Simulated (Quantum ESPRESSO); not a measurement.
# Te (P3_121) in Quantum ESPRESSO: convergence with number of bands

Aim: find how far number of bands must go before the results for Te settle, at PBE. This setting moves, with any that are tied to it; all else stays.

Everything below comes from runs of Quantum ESPRESSO 7.5. Logs are shortened: lines on timing, memory, paths and dates and some standing lists are left out, and cuts for length are marked.

## Step 1: Starting point

Symmetry: P3_121, No. 152, trigonal system. Conventional cell: a = 4.454 Å, b = 4.454 Å, c = 5.924 Å, α = 90.00°, β = 90.00°, γ = 120.00°. Te (site symmetry 2) is surrounded by 2 Te at 2.86 Å.

## Step 2: With number of bands 11

Contents of pw.in:

```
&CONTROL
  calculation = 'scf'
  prefix = 'pwscf'
  outdir = './tmp'
  pseudo_dir = './pseudo'
  tprnfor = .true.
  tstress = .true.
  disk_io = 'nowf'
/
&SYSTEM
  ibrav = 0
  nat = 3
  ntyp = 1
  ecutwfc = 36
  ecutrho = 216
  nbnd = 11
  occupations = 'smearing'
  smearing = 'fd'
  degauss = 0.00999582
/
&ELECTRONS
  conv_thr = 6d-10
  electron_maxstep = 120
  mixing_beta = 0.5
/
ATOMIC_SPECIES
Te   127.6000 Te.GGA_PBE-JTH.UPF
CELL_PARAMETERS angstrom
   4.4540000000    0.0000000000    0.0000000000
  -2.2270000000    3.8572771485    0.0000000000
   0.0000000000    0.0000000000    5.9240000000
ATOMIC_POSITIONS crystal
Te     0.7310000000    0.7310000000    0.0000000000
Te     0.0000000000    0.2690000000    0.6666666667
Te     0.2690000000    0.0000000000    0.3333333333
K_POINTS automatic
7 7 5 0 0 0
```

Potentials or basis: JTH 2.0 PBE.

Run with:

```console
> OMP_NUM_THREADS=1 pw.x -in pw.in > pw.out
```

Run time: 27 s. Hardware: 1 thread of Arm Neoverse V1, shared host; peak memory 0.08 GiB.

Results:

| Quantity | Value |
| --- | --- |
| Free energy | -14800.5910 eV |
| Pressure | 1.5 GPa |
| Largest force | 0.236 eV/Å |
| Band gap on the k mesh | 0.63 eV, indirect (least direct gap 0.80 eV) |

## Step 3: With number of bands 12

Edit pw.in of step 2 so:

```diff
@@ -15,3 +15,3 @@
   ecutrho = 216
-  nbnd = 11
+  nbnd = 12
   occupations = 'smearing'
```

Potentials or basis: JTH 2.0 PBE.

Run with:

```console
> OMP_NUM_THREADS=1 pw.x -in pw.in > pw.out
```

Run time: 24 s. Hardware: 1 thread of Arm Neoverse V1, shared host; peak memory 0.08 GiB.

Results:

```
Free energy            : -14800.5911 eV
Pressure               : 1.5 GPa
Largest force          : 0.237 eV/Å
Band gap on the k mesh : 0.63 eV, indirect (least direct gap 0.80 eV)
```

## Step 4: With number of bands 13

Edit pw.in of step 3 so:

```diff
@@ -15,3 +15,3 @@
   ecutrho = 216
-  nbnd = 12
+  nbnd = 13
   occupations = 'smearing'
```

Run with:

```console
> OMP_NUM_THREADS=1 pw.x -in pw.in > pw.out
```

It took 27 s on 1 thread of Arm Neoverse V1, shared host; peak memory 0.08 GiB.

Results:

- Free energy: -14800.5911 eV
- Pressure: 1.5 GPa
- Largest force: 0.237 eV/Å
- Band gap on the k mesh: 0.63 eV, indirect (least direct gap 0.80 eV)

## Step 5: With number of bands 15

Edit pw.in of step 4 so:

```diff
@@ -15,3 +15,3 @@
   ecutrho = 216
-  nbnd = 13
+  nbnd = 15
   occupations = 'smearing'
```

Run with:

```console
> OMP_NUM_THREADS=1 pw.x -in pw.in > pw.out
```

It took 27 s on 1 thread of Arm Neoverse V1, shared host; peak memory 0.08 GiB.

It converged, with:

```yaml
Free_energy: -14800.5911 eV
Pressure: 1.5 GPa
Largest_force: 0.237 eV/Å
Band_gap_on_the_k_mesh: 0.63 eV, indirect (least direct gap 0.80 eV)
```

## Step 6: With number of bands 19

Edit pw.in of step 5 so:

```diff
@@ -15,3 +15,3 @@
   ecutrho = 216
-  nbnd = 15
+  nbnd = 19
   occupations = 'smearing'
```

Potentials or basis: JTH 2.0 PBE.

Run with:

```console
> OMP_NUM_THREADS=1 pw.x -in pw.in > pw.out
```

Wall time 32 s (1 thread of Arm Neoverse V1, shared host); peak memory 0.09 GiB.

It converged, with:

| Quantity | Value |
| --- | --- |
| Free energy | -14800.5911 eV |
| Pressure | 1.5 GPa |
| Largest force | 0.237 eV/Å |
| Band gap on the k mesh | 0.63 eV, indirect (least direct gap 0.80 eV) |

## Step 7: With number of bands 27

Edit pw.in of step 6 so:

```diff
@@ -15,3 +15,3 @@
   ecutrho = 216
-  nbnd = 19
+  nbnd = 27
   occupations = 'smearing'
```

Potentials or basis: JTH 2.0 PBE.

Run with:

```console
> OMP_NUM_THREADS=1 pw.x -in pw.in > pw.out
```

pw.out:

```text
This program is part of the open-source Quantum ESPRESSO suite
     for quantum simulation of materials; please cite
         "P. Giannozzi et al., J. Phys.:Condens. Matter 21 395502 (2009);
         "P. Giannozzi et al., J. Phys.:Condens. Matter 29 465901 (2017);
         "P. Giannozzi et al., J. Chem. Phys. 152 154105 (2020);
     in publications or presentations arising from this work. More details at

     file Te.GGA_PBE-JTH.UPF: wavefunction(s)  0S 0P renormalized
     Message from routine setup:
     using ibrav=0 with symmetry is DISCOURAGED, use correct ibrav instead

     G-vector sticks info
     --------------------
     sticks:   dense  smooth     PW     G-vecs:    dense   smooth      PW
     Sum        1045     703    199                36809    20005    3185

     Using Slab Decomposition

     bravais-lattice index     =            0
     lattice parameter (alat)  =       8.4168  a.u.
     unit-cell volume          =     686.8196 (a.u.)^3
     number of atoms/cell      =            3
     number of atomic types    =            1
     number of electrons       =        18.00
     number of Kohn-Sham states=           27
     kinetic-energy cutoff     =      36.0000  Ry
     charge density cutoff     =     216.0000  Ry
     scf convergence threshold =      6.0E-10
     mixing beta               =       0.5000
     number of iterations used =            8  plain     mixing
     Exchange-correlation= SLA PW PBX PBC
                           (   1   4   3   4   0   0   0)

     celldm(1)=   8.416840  celldm(2)=   0.000000  celldm(3)=   0.000000
     celldm(4)=   0.000000  celldm(5)=   0.000000  celldm(6)=   0.000000

     crystal axes: (cart. coord. in units of alat)
               a(1) = (   1.000000   0.000000   0.000000 )
               a(2) = (  -0.500000   0.866025   0.000000 )
               a(3) = (   0.000000   0.000000   1.330040 )

     reciprocal axes: (cart. coord. in units 2 pi/alat)
               b(1) = (  1.000000  0.577350 -0.000000 )
               b(2) = (  0.000000  1.154701  0.000000 )
               b(3) = (  0.000000 -0.000000  0.751857 )

     PseudoPot. # 1 for Te read from file:
     Te.GGA_PBE-JTH.UPF
     Pseudo is Projector augmented-wave + core cor, Zval =  6.0
     Generated using ATOMPAW code
     Shape of augmentation charge: SINC**2
     Using radial grid of 1093 points,  4 beta functions with:
                l(1) =   0
                l(2) =   0
                l(3) =   1
                l(4) =   1
     Q(r) pseudized with 0 coefficients

     atomic species   valence    mass     pseudopotential
     Te                6.00   127.60000     Te( 1.00)

      6 Sym. Ops. (no inversion) found ( 4 have fractional translation)

   Cartesian axes

     site n.     atom                  positions (alat units)
         1        Te     tau(   1) = (   0.3655000   0.6330646   0.0000000  )
         2        Te     tau(   2) = (  -0.1345000   0.2329608   0.8866936  )
         3        Te     tau(   3) = (   0.2690000   0.0000000   0.4433468  )

     number of k points=    32  Fermi-Dirac smearing, width (Ry)=  0.0100
                       cart. coord. in units 2pi/alat
        k(    1) = (   0.0000000   0.0000000   0.0000000), wk =   0.0081633
        k(    2) = (   0.0000000   0.0000000   0.1503714), wk =   0.0163265
        k(    3) = (   0.0000000   0.0000000   0.3007427), wk =   0.0163265
        k(    4) = (   0.0000000   0.1649572   0.0000000), wk =   0.0489796
        k(    5) = (   0.0000000   0.1649572   0.1503714), wk =   0.0489796
        k(    6) = (   0.0000000   0.1649572   0.3007427), wk =   0.0489796
[... 24 lines left out ...]
        k(   31) = (  -0.1428571   0.4123930  -0.1503714), wk =   0.0979592
        k(   32) = (  -0.1428571   0.4123930  -0.3007427), wk =   0.0979592

     Dense  grid:    36809 G-vectors     FFT dimensions: (  40,  40,  54)

     Smooth grid:    20005 G-vectors     FFT dimensions: (  36,  36,  45)

     Initial potential from superposition of free atoms

     starting charge      17.9994, renormalised to      18.0000

     negative rho (up, down):  1.602E-02 0.000E+00
     Starting wfcs are   24 randomized atomic wfcs +    3 random wfcs

     Self-consistent Calculation

     iteration #  1     ecut=    36.00 Ry     beta= 0.50
     Davidson diagonalization with overlap
     ethr =  1.00E-02,  avg # of iterations =  8.2

     Threshold (ethr) on eigenvalues was too large:
     Diagonalizing with lowered threshold

     Davidson diagonalization with overlap
     ethr =  8.01E-05,  avg # of iterations =  6.4

     negative rho (up, down):  1.531E-02 0.000E+00

     total energy              =   -1087.82291138 Ry
     estimated scf accuracy    <       0.01442889 Ry

     iteration #  2     ecut=    36.00 Ry     beta= 0.50
     Davidson diagonalization with overlap
     ethr =  8.02E-05,  avg # of iterations =  1.0
[... 42 lines left out ...]
     iteration #  7     ecut=    36.00 Ry     beta= 0.50
     Davidson diagonalization with overlap
     ethr =  5.35E-11,  avg # of iterations =  2.7

     negative rho (up, down):  1.428E-02 0.000E+00

     End of self-consistent calculation

          k = 0.0000 0.0000 0.0000 (  2493 PWs)   bands (ev):

    -7.5861  -4.2887  -4.2887   2.9862   3.2871   3.2871   4.3621   4.3621
     5.2038   7.0885   7.0885   7.6935  11.1595  11.1595  12.0966  12.5413
    12.5413  12.8325  12.8494  13.8539  13.8539  16.9519  16.9519  22.3763
    22.5872  22.5872  23.9544

          k = 0.0000 0.0000 0.1504 (  2469 PWs)   bands (ev):

    -7.4418  -5.3878  -3.1589   2.7320   3.0708   3.5374   4.5010   4.5068
     5.1927   6.8211   6.8635   7.3157  10.6851  11.8139  11.9923  12.3123
    12.7000  12.7499  14.2456  14.3726  14.7114  15.5701  19.6792  19.7208
    20.1225  21.0676  21.9978
[... 190 lines left out ...]
          k = 0.0000 0.4949-0.3007 (  2508 PWs)   bands (ev):

    -6.2530  -5.5949  -3.9144   0.6335   2.1939   2.5352   3.7010   4.0030
     4.8214   7.7345   8.0557   8.5764  10.6679  11.5115  14.0557  14.2752
    14.5146  14.9599  16.2277  16.9520  17.4414  17.8789  18.3568  18.6724
    19.2671  21.0321  21.4980

          k =-0.1429 0.4124-0.1504 (  2510 PWs)   bands (ev):

    -6.6494  -5.0818  -4.0082   1.2740   1.7308   2.6851   3.0637   4.0030
     5.5017   6.9237   8.1193   9.2196  10.3563  11.4905  13.2734  13.8226
    14.6259  15.6258  16.0653  17.1575  17.6390  18.0322  18.9828  19.5881
    20.3011  20.5610  21.0107

          k =-0.1429 0.4124-0.3007 (  2513 PWs)   bands (ev):

    -6.3242  -5.7117  -3.6991   1.0615   1.6655   2.2106   3.9594   4.6884
     4.9682   7.4031   7.9755   8.4983  11.0028  11.6569  12.2887  14.1162
    14.7356  15.1292  15.7072  16.0320  17.5470  18.2811  19.0696  19.4657
    19.7979  20.5514  21.4131

     the Fermi energy is     6.1974 ev

!    total energy              =   -1087.82337965 Ry
     total all-electron energy =     -1087.823380 Ry
     estimated scf accuracy    <          1.3E-10 Ry
     smearing contrib. (-TS)   =      -0.00162658 Ry
     internal energy E=F+TS    =   -1087.82175306 Ry

     The total energy is F=E-TS. E is the sum of the following terms:
     one-electron contribution =      12.26684408 Ry
     hartree contribution      =       3.18901392 Ry
     xc contribution           =     -22.02197460 Ry
     ewald contribution        =     -49.61462496 Ry
     one-center paw contrib.   =   -1031.64101150 Ry

     convergence has been achieved in   7 iterations

     negative rho (up, down):  1.428E-02 0.000E+00

     Forces acting on atoms (cartesian axes, Ry/au):

     atom    1 type  1   force =    -0.00460223   -0.00797130   -0.00000000
     atom    2 type  1   force =    -0.00460223    0.00797130    0.00000000
     atom    3 type  1   force =     0.00920447    0.00000000    0.00000000

     Total force =     0.015943     Total SCF correction =     0.000002

     Computing stress (Cartesian axis) and pressure

     negative rho (up, down):  1.428E-02 0.000E+00
          total   stress  (Ry/bohr**3)                   (kbar)     P=       14.94
   0.00009188   0.00000000   0.00000000           13.52        0.00        0.00
   0.00000000   0.00009188   0.00000000            0.00       13.52        0.00
   0.00000000   0.00000000   0.00012091            0.00        0.00       17.79

=------------------------------------------------------------------------------=
   JOB DONE.
=------------------------------------------------------------------------------=
```

Run time: 38 s. Hardware: 1 thread of Arm Neoverse V1, shared host; peak memory 0.1 GiB.

What came out:

```yaml
Free_energy: -14800.5911 eV
Pressure: 1.5 GPa
Largest_force: 0.237 eV/Å
Band_gap_on_the_k_mesh: 0.63 eV, indirect (least direct gap 0.80 eV)
```

## Step 8: Result

| number of bands | energy less the tightest run, at zero smearing (meV/atom) | SCF cycles | CPU time (s) | peak memory (GiB) |
| --- | --- | --- | --- | --- |
| 11 | -0.02 | 10 | 27 | 0.08 |
| 12 | 0.00 | 9 | 24 | 0.08 |
| 13 | 0.00 | 9 | 27 | 0.08 |
| 15 | 0.00 | 8 | 27 | 0.08 |
| 19 | 0.00 | 8 | 32 | 0.09 |
| 27 | 0.00 | 7 | 38 | 0.1 |

Against the tightest run, the energy stays within 1 meV/atom from 11 on. The tightest run that finished is the yardstick and may itself not be fully converged.

Caveats: the cutoff is low for these files, which shifts pressure and relaxed volume; spin-orbit coupling is left out, which moves the levels of the heavy elements; an odd mesh through Γ misses points on the zone boundary, where band edges often lie.
